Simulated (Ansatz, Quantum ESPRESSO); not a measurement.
# Ballistic transmission: 1 layers of Mo in Au(111), on the host's sites, part 3 of 4

How well does the junction conduct in the ballistic limit? It is: 1 layers of Mo in Au(111), on the host's sites.

Quantum ESPRESSO 7.5; plane-wave DFT, PBE, JTH PAW pseudopotentials; cross-check by Ansatz 0.2.0 with PAW datasets.

So far. Step 3 (Transmission with pwcond.x): The run is unpolarised; a magnetic state was not tried, may lie lower and would change T. Step 3 (Transmission with pwcond.x): At no point does T exceed the number of channels.

## 4. The open system, with epsproj = 0.001

Level of this step: transmission by pwcond, lead and junction from one cell; plane-wave DFT, PBE, JTH PAW pseudopotentials (Quantum ESPRESSO).

A sensitivity test on the input.

Contents of cond.w.in:

```
&inputcond
  outdir = './out'
  prefixt = 'scf'
  tran_file = 'cond.w.dat'
  bdl = 2.4494897436
  bds = 12.1415721716
  ikind = 1
  ewind = 4.0
  epsproj = 0.001
  nz1 = 7
  energy0 = 0.4
  denergy = -0.4
/
10
  0.00000000 0.00000000 0.01562500
  0.00000000 0.12500000 0.09375000
  0.00000000 0.25000000 0.09375000
  0.00000000 0.37500000 0.09375000
  0.00000000 0.50000000 0.04687500
  0.12500000 0.25000000 0.09375000
  0.12500000 0.37500000 0.18750000
  0.12500000 0.50000000 0.18750000
  0.25000000 0.50000000 0.09375000
  0.25000000 0.62500000 0.09375000
3
```

Launch:

```sh
> OMP_NUM_THREADS=1 mpirun -n 4 pwcond.x -in cond.w.in > cond.w.out
```

Log:

```text
[banner, memory and clock lines left out]
Program PWCOND v.7.5 starts
[citation notice left out]

[...]
./out/scf.save/
     file Au.GGA_PBE-JTH.UPF: wavefunction(s)  6S 0S 6P 0P 5D 0D renormalized
     file Mo.GGA_PBE-JTH.UPF: wavefunction(s)  4S 5S 4P 0P 4D 0D renormalized

     IMPORTANT: XC functional enforced from input :
     Exchange-correlation= PBE
                           (   1   4   3   4   0   0   0)
     Any further DFT definition will be discarded
     Please, verify this is what you really want

     Reading collected, re-writing distributed wavefunctions

===== INPUT FILE containing all the regions =====

     GEOMETRY:

     lattice parameter (alat)  =       5.5721  a.u.
     the volume                =    1819.1367 (a.u.)^3
     the cross section         =      26.8887 (a.u.)^2
     l of the unit cell        =      12.1416 (alat)
     number of atoms/cell      =           15
     number of atomic types    =            2

     crystal axes: (cart. coord. in units of alat)
               a(1) = (  1.0000  0.0000  0.0000 )
               a(2) = (  0.5000  0.8660  0.0000 )
               a(3) = (  0.0000  0.0000 12.1416 )

   Cartesian axes

     site n.     atom                  positions (alat units)
          1        Au     tau(  1)=(  0.0000  0.0000 12.1416  )
          2        Au     tau(  2)=(  0.5000  0.2887  0.8165  )
          3        Au     tau(  3)=(  1.0000  0.5774  1.6330  )
          4        Au     tau(  4)=(  0.0000  0.0000  2.4495  )
          5        Au     tau(  5)=(  0.5000  0.2887  3.2660  )
          6        Au     tau(  6)=(  1.0000  0.5774  4.0825  )
          7        Mo     tau(  7)=(  0.0000  0.0000  4.8460  )
          8        Au     tau(  8)=(  0.5000  0.2887  5.6096  )
          9        Au     tau(  9)=(  1.0000  0.5774  6.4261  )
         10        Au     tau( 10)=(  0.0000  0.0000  7.2426  )
         11        Au     tau( 11)=(  0.5000  0.2887  8.0591  )
         12        Au     tau( 12)=(  1.0000  0.5774  8.8756  )
         13        Au     tau( 13)=(  0.0000  0.0000  9.6921  )
         14        Au     tau( 14)=(  0.5000  0.2887 10.5086  )
         15        Au     tau( 15)=(  1.0000  0.5774 11.3251  )

     nr1s                      =           24
     nr2s                      =           24
     nr3s                      =          300
     nr1sx                     =           24
     nr2sx                     =           24
     nr3sx                     =          300
     nr1                       =           36
     nr2                       =           36
     nr3                       =          432
     nr1x                      =           36
     nr2x                      =           36
     nr3x                      =          432

 _______________________________
  Radii of nonlocal spheres:

     type       ibeta     ang. mom.          radius (alat units)
       Au         1         0                    0.4551
       Au         2         0                    0.4551
       Au         3         1                    0.4551
       Au         4         1                    0.4551
       Au         5         2                    0.4551
       Au         6         2                    0.4551
       Mo         1         0                    0.3993
       Mo         2         0                    0.3993
       Mo         3         1                    0.3993
       Mo         4         1                    0.3993
       Mo         5         2                    0.3993
       Mo         6         2                    0.3993
----- General information -----

--- T calc. with identical leads (ikind=1) ---

     nrx                       =           24
     nry                       =           24
     nz1                       =            7

     energy0               =         4.0E-01
     denergy               =        -4.0E-01
     nenergy               =          3
     ecut2d                =         4.5E+01
     ewind                 =         4.0E+00
     epsproj               =         1.0E-03

     number of k_|| points=   10
                       cryst. coord.
        k(    1) = (   0.0000000   0.0000000), wk =   0.0156250
        k(    2) = (   0.0000000   0.1250000), wk =   0.0937500
[...]
k(   10) = (   0.2500000   0.6250000), wk =   0.0937500
----- Information about left/right lead -----

     nocros                   =           18
     noins                    =           36
     norb                     =           72
     norbf                    =          234
     nrz                      =           61

      iorb      type   ibeta   ang. mom.   m       position (alat)
        1        1       1        0        1   taunew(   1)=(  0.0000  0.0000  0.0000)
        2        1       2        0        1   taunew(   2)=(  0.0000  0.0000  0.0000)
[...]
72        1       6        2        5   taunew(  72)=(  0.0000  0.0000  2.4495)
    k slab    z(k)  z(k+1)     crossing(iorb=1,norb)
    1   0.0000 0.0402 0.0402   111111111111111111000000000000000000000000000000000000000000000000000000
    2   0.0402 0.0803 0.0402   111111111111111111000000000000000000000000000000000000000000000000000000
[...]
61   2.4093 2.4495 0.0402   000000000000000000000000000000000000000000000000000000111111111111111111
----- Information about scattering region -----

     noins                    =          198
     norb                     =          234
     norbf                    =          234
     nrz                      =          239

      iorb      type   ibeta   ang. mom.   m       position (alat)
        1        1       1        0        1   taunew(   1)=(  0.0000  0.0000 -0.0000)
        2        1       2        0        1   taunew(   2)=(  0.0000  0.0000 -0.0000)
[...]
234        1       6        2        5   taunew( 234)=(  0.0000  0.0000  9.6921)
 ngper, shell number =           91          12
 ngper, n2d =           91          44
---  E-Ef =    0.4000000  k =    0.0000000   0.0000000
---  ie =          1  ik =          1
 Nchannels of the left tip =            0
 Right moving states:
   k1(2pi/a)   k2(2pi/a)   E-Ef (eV)
 Left moving states:
   k1(2pi/a)   k2(2pi/a)   E-Ef (eV)

 to transmit
          E-Ef(ev), T =    0.4000000   0.0000000
---  E-Ef =    0.0000000  k =    0.0000000   0.0000000
---  ie =          2  ik =          1
 Nchannels of the left tip =            0
 Right moving states:
   k1(2pi/a)   k2(2pi/a)   E-Ef (eV)
 Left moving states:
   k1(2pi/a)   k2(2pi/a)   E-Ef (eV)

 to transmit
          E-Ef(ev), T =    0.0000000   0.0000000
---  E-Ef =   -0.4000000  k =    0.0000000   0.0000000
---  ie =          3  ik =          1
 Nchannels of the left tip =            0
 Right moving states:
   k1(2pi/a)   k2(2pi/a)   E-Ef (eV)
 Left moving states:
   k1(2pi/a)   k2(2pi/a)   E-Ef (eV)

 to transmit
          E-Ef(ev), T =   -0.4000000   0.0000000
 ngper, shell number =           93          50
 ngper, n2d =           93          41
[... further energies and points left out ...]
---  E-Ef =    0.4000000  k =    0.2500000   0.6250000
---  ie =          1  ik =         10
 Nchannels of the left tip =            0
 Right moving states:
   k1(2pi/a)   k2(2pi/a)   E-Ef (eV)
 Left moving states:
   k1(2pi/a)   k2(2pi/a)   E-Ef (eV)

 to transmit
          E-Ef(ev), T =    0.4000000   0.0000000
---  E-Ef =    0.0000000  k =    0.2500000   0.6250000
---  ie =          2  ik =         10
 Nchannels of the left tip =            0
 Right moving states:
   k1(2pi/a)   k2(2pi/a)   E-Ef (eV)
 Left moving states:
   k1(2pi/a)   k2(2pi/a)   E-Ef (eV)

 to transmit
          E-Ef(ev), T =    0.0000000   0.0000000
---  E-Ef =   -0.4000000  k =    0.2500000   0.6250000
---  ie =          3  ik =         10
 Nchannels of the left tip =            0
 Right moving states:
   k1(2pi/a)   k2(2pi/a)   E-Ef (eV)
 Left moving states:
   k1(2pi/a)   k2(2pi/a)   E-Ef (eV)

 to transmit
          E-Ef(ev), T =   -0.4000000   0.0000000
   T_tot     0.40000      0.11539E+01
   T_tot     0.00000      0.13490E+01
   T_tot    -0.40000      0.71851E+00

[...]
```

Wall time 30 s (4 MPI ranks of Arm Neoverse V2, shared host); peak memory 0.29 GiB; 2 min of CPU time.

The changed values were drawn from a wide range, not chosen for quality; the comparison shows what they did here together.

Beside the run it was changed from:

| quantity | this run | unchanged run | difference |
| --- | --- | --- | --- |
| transmission at the Fermi level, one spin | 0.6745 | 0.6768 | -0.0023 |
| lead channels at the Fermi level, one spin | 0.8906 | 0.8906 | 0 |
| wall time (s) | 30 | 49 |  |

Over all energies T moves by up to 0.026, at 0.4 eV.

The physical values in this table move by up to 0.34 %.

(Continued in part 4 of 4.)

[Logs are printed without paths, hosts, clocks, repeated set-up lines and the standing remarks that a program may print on its own settings, such as how far it seeks lower states.]

[Hosts, paths, dates, database ids (printed as entryN), source tags and the programs' standing remarks are cut or masked in the printed files.]

[Maps of the electrostatic potential energy from Ansatz leave out the sawtooth potential of an applied field or a dipole correction, so their vacuum need not be flat; planar profiles and work functions include it.]
